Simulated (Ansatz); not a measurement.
**AgCl: shifting one sublattice**

The task, for AgCl: map the energy as every Cl atom is pushed off its site.

Method: DFT PBE, scalar-relativistic, plane waves, PAW, in Ansatz 0.2.0.

**1. The structure to begin with**

It takes space group Fm-3m (No. 225, cubic). The conventional cell has a = 5.546 Å, b = 5.546 Å, c = 5.546 Å, α = 90.00°, β = 90.00°, γ = 90.00°. Ag (site symmetry m-3m) has 6 Cl at 2.77 Å in its first shell of neighbours. Around Cl (site symmetry m-3m) lie 6 Ag at 2.77 Å.

Structure file:

```
Ag Cl
1.0
     0.00000    2.77315    2.77315
     2.77315    0.00000    2.77315
     2.77315    2.77315    0.00000
Ag Cl
1 1
Direct
  0.50000 0.50000 0.50000
  0.00000 0.00000 0.00000
```

No relaxation comes first: the listed cell is the starting point.

**2. The reference cell**

Reference values: F = -8670.8912 eV; pressure 1.61 GPa; largest force 0.000 eV/Å; gap on the mesh 0.91 eV. It was computed beforehand with the settings of the runs below.

**3. Setting up shifting one sublattice**

Every Cl atom is moved by x along the Cartesian unit vector (0.707, 0.707, 0.000); the cell and all other atoms stay fixed. Forces below are components along that vector, summed over the moved atoms.

**4. x = -0.200 Å**

The input, input.yaml:

```yaml
crystal:
  lattice:
    - [0.0, 2.77315, 2.77315]
    - [2.77315, 0.0, 2.77315]
    - [2.77315, 2.77315, 0.0]
  atoms:
    - { symbol: Ag, position: [0.5, 0.5, 0.5] }
    - { symbol: Cl, position: [0.0, 0.0, -0.0509966487] }
basis:
  ecutwfc: 420
kpoints:
  mp_grid: { grid: [8, 8, 8] }
hamiltonian:
  xc: pbe
scf:
  occupations: { method: gaussian, width: 0.05 }
output:
  forces: true
  stress: true
  eigenvalues: true
```

The run is started by

```
$ ansatz run input.yaml --threads 1 --pin off --max-ram 2560MiB --backend cpu --events-out ev --progress --plain --runs-dir out
```

**5. Point x = 0.150 Å**

input.yaml, as its differences from that of step 4:

```diff
@@ -7,3 +7,3 @@
     - { symbol: Ag, position: [0.5, 0.5, 0.5] }
-    - { symbol: Cl, position: [0.0, 0.0, -0.0509966487] }
+    - { symbol: Cl, position: [0.0, 0.0, 0.0382474865] }
 basis:
```

**6. At x = -0.100 Å**

input.yaml, as its differences from that of step 5:

```diff
@@ -7,3 +7,3 @@
     - { symbol: Ag, position: [0.5, 0.5, 0.5] }
-    - { symbol: Cl, position: [0.0, 0.0, 0.0382474865] }
+    - { symbol: Cl, position: [0.0, 0.0, -0.0254983243] }
 basis:
```

**7. x = 0.050 Å**

input.yaml, as its differences from that of step 6:

```diff
@@ -7,3 +7,3 @@
     - { symbol: Ag, position: [0.5, 0.5, 0.5] }
-    - { symbol: Cl, position: [0.0, 0.0, -0.0254983243] }
+    - { symbol: Cl, position: [0.0, 0.0, 0.0127491622] }
 basis:
```

**8. x = 0.175 Å**

input.yaml, as its differences from that of step 7:

```diff
@@ -7,3 +7,3 @@
     - { symbol: Ag, position: [0.5, 0.5, 0.5] }
-    - { symbol: Cl, position: [0.0, 0.0, 0.0127491622] }
+    - { symbol: Cl, position: [0.0, 0.0, 0.0446220676] }
 basis:
```

**9. x = 0.125 Å**

input.yaml, as its differences from that of step 8:

```diff
@@ -7,3 +7,3 @@
     - { symbol: Ag, position: [0.5, 0.5, 0.5] }
-    - { symbol: Cl, position: [0.0, 0.0, 0.0446220676] }
+    - { symbol: Cl, position: [0.0, 0.0, 0.0318729054] }
 basis:
```

**10. At x = 0.075 Å**

input.yaml, as its differences from that of step 9:

```diff
@@ -7,3 +7,3 @@
     - { symbol: Ag, position: [0.5, 0.5, 0.5] }
-    - { symbol: Cl, position: [0.0, 0.0, 0.0318729054] }
+    - { symbol: Cl, position: [0.0, 0.0, 0.0191237432] }
 basis:
```

**11. Point x = 0.025 Å**

input.yaml, as its differences from that of step 10:

```diff
@@ -7,3 +7,3 @@
     - { symbol: Ag, position: [0.5, 0.5, 0.5] }
-    - { symbol: Cl, position: [0.0, 0.0, 0.0191237432] }
+    - { symbol: Cl, position: [0.0, 0.0, 0.0063745811] }
 basis:
@@ -20 +20,5 @@
   eigenvalues: true
+  write_density: true
+  write_potential: true
+  elf: true
+  volumetric_format: npy
```

(Steps that only read results are left out.)

**Question.** What will these runs give?

As calculated:

| quantity | value |
| --- | --- |
| force constant along x, from the points at -0.100, 0 and 0.025 Å | 1.15 eV/Å² |

**Reading.** Near the site the force constant is 1.15 eV/Å². No sampled point lies below the undisturbed cell. The gap on the mesh stays between 0.89 and 0.91 eV.
